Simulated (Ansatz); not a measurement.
# BeSe (F-43m): zero-pressure volume and bulk modulus with r²SCAN

What volume and stiffness does r²SCAN give for BeSe (F-43m)?

Program: Ansatz 0.2.0. Level of theory: DFT r²SCAN, scalar-relativistic, plane waves, PAW. These are calculated values, not measurements.

### Step 1. Starting point

Symmetry: F-43m, No. 216, cubic system. Conventional cell: a = 5.070 Å, b = 5.070 Å, c = 5.070 Å, α = 90.00°, β = 90.00°, γ = 90.00°. Around Be (site symmetry -43m) lie 4 Se at 2.20 Å. Se (site symmetry -43m) is surrounded by 4 Be at 2.20 Å.

As a file:

```cif
data_structure
_symmetry_space_group_name_H-M 'P 1'
_symmetry_Int_Tables_number 1
_cell_length_a 3.5850
_cell_length_b 3.5850
_cell_length_c 3.5850
_cell_angle_alpha 60.000
_cell_angle_beta 60.000
_cell_angle_gamma 60.000
_cell_volume 32.58
loop_
_atom_site_label
_atom_site_type_symbol
_atom_site_fract_x
_atom_site_fract_y
_atom_site_fract_z
_atom_site_occupancy
Be1 Be 0.00000 0.00000 0.00000 1
Se1 Se 0.75000 0.75000 0.75000 1
```

An earlier run on this cell at PBE gave 5.36 GPa at 16.291 Å³/atom (8×8×8 mesh), gap on the mesh 2.54 eV. The cell is compressed at this level.

### Step 2. At the given cell

The input, input.yaml:

```yaml
crystal:
  lattice:
    - [0.0, 2.535001018, 2.535001018]
    - [2.535001018, 0.0, 2.535001018]
    - [2.535001018, 2.535001018, 0.0]
  atoms:
    - { symbol: Be, position: [0.0, 0.0, 0.0] }
    - { symbol: Se, position: [0.75, 0.75, 0.75] }
basis:
  ecutwfc: 500
  ecutrho_ratio: 4
kpoints:
  mp_grid: { grid: [8, 8, 8] }
hamiltonian:
  xc: r2scan
scf:
  occupations: { method: gaussian, width: 0.05 }
output:
  forces: true
  stress: true
  eigenvalues: true
```

On the command line:

```console
$ ansatz run input.yaml --threads 4 --pin off --max-ram 8192MiB --backend cpu --events-out ev --progress --plain --runs-dir out
```

After this run come: A step to a new volume; A step to a new volume; Volume × 0.98 of the new zero; Volume × 1.02 of the new zero; Volume × 0.96 of the new zero; Volume × 1.04 of the new zero.

Before running it: what results should come out? Wanted: V0; B0; gap on the mesh.

As calculated:

```
       quantity           value
             V0  17.194 Å³/atom
             B0          80 GPa
gap on the mesh         3.13 eV
    time in all           6.9 s
```

r²SCAN puts the minimum at 17.19 Å³/atom, +5.5 % from the cell given, which stood at 5.4 GPa under PBE, with a bulk modulus of 80 GPa.
